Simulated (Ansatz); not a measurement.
# TiAl: the cost of one run

Method: DFT PBE, scalar-relativistic, plane waves, PAW, in Ansatz 0.2.0.

1 further run of the same task is left out (set aside as unsound or not needed).

**1. The starting structure**

Symmetry: P4/mmm, No. 123, tetragonal system. Conventional cell: a = 2.822 Å, b = 2.822 Å, c = 4.077 Å, α = 90.00°, β = 90.00°, γ = 90.00°. Ti (site symmetry 4/mmm) is surrounded by 4 Ti at 2.82 Å and 8 Al at 2.85 Å. Around Al (site symmetry 4/mmm) lie 4 Al at 2.82 Å and 8 Ti at 2.85 Å.

Structure file:

```cif
data_structure
_symmetry_space_group_name_H-M 'P 1'
_symmetry_Int_Tables_number 1
_cell_length_a 2.8221
_cell_length_b 2.8221
_cell_length_c 4.0768
_cell_angle_alpha 90.000
_cell_angle_beta 90.000
_cell_angle_gamma 90.000
_cell_volume 32.47
loop_
_atom_site_label
_atom_site_type_symbol
_atom_site_fract_x
_atom_site_fract_y
_atom_site_fract_z
_atom_site_occupancy
Ti1 Ti 0.00000 0.00000 0.00000 1
Al1 Al 0.50000 0.50000 0.50000 1
```

It is the result of an earlier relaxation at this level (volume 16.23 Å³/atom; gap on the mesh: none (metal)).

The bulk reference comes from a run made before at the same settings: -1518.9909 eV/atom.

**2. Cutting the (001) slab**

Planes are indexed in the bulk's conventional cell (P4/mmm (No. 123)), a = 2.822 Å, b = 2.822 Å, c = 4.077 Å, α = 90.00°, β = 90.00°, γ = 90.00°.

The slab is a (001) slab, 10.2 Å thick as cut, with 15 Å of vacuum; its outer planes are Ti (top) and Al (bottom).

The slab as cut. Its planes from the bottom up:

| plane | atoms per cell | height over the lowest (Å) |
| --- | --- | --- |
| 1 | Al | 0.00 |
| 2 | Ti | 2.04 |
| 3 | Al | 4.08 |
| 4 | Ti | 6.12 |
| 5 | Al | 8.15 |
| 6 | Ti | 10.19 |

**3. Single point on the unrelaxed (001) slab**

A dipole layer in the vacuum cancels the field that periodic copies would set up if the slab's two faces differ.

input.yaml

```yaml
crystal:
  lattice:
    - [2.8220914054, 0.0, 0.0]
    - [0.0, 2.8220914054, 0.0]
    - [0.0, 0.0, 25.1919128126]
  atoms:
    - { symbol: Al, position: [0.5, 0.5, 0.2977145902] }
    - { symbol: Ti, position: [0.0, 0.0, 0.3786287541] }
    - { symbol: Al, position: [0.5, 0.5, 0.459542918] }
    - { symbol: Ti, position: [0.0, 0.0, 0.540457082] }
    - { symbol: Al, position: [0.5, 0.5, 0.6213712459] }
    - { symbol: Ti, position: [0.0, 0.0, 0.7022854098] }
basis:
  ecutwfc: 420
kpoints:
  mp_grid: { grid: [12, 12, 1] }
hamiltonian:
  xc: pbe
scf:
  occupations: { method: gaussian, width: 0.1 }
output:
  forces: true
  stress: true
  eigenvalues: true
  write_density: true
  write_potential: true
  elf: true
  volumetric_format: npy
efield:
  axis: 3
  dipole_correction: true
  ramp_width: 0.04
```

On the command line:

```
> ansatz run input.yaml --threads 1 --pin off --max-ram 2560MiB --backend cpu --events-out ev --progress --plain --runs-dir out
```

Q: Estimate wall time and peak memory on 1 thread of Intel Xeon at 2.50GHz (Skylake/Cascade Lake), shared host.

About 36 s, with a peak of 0.46 GiB.
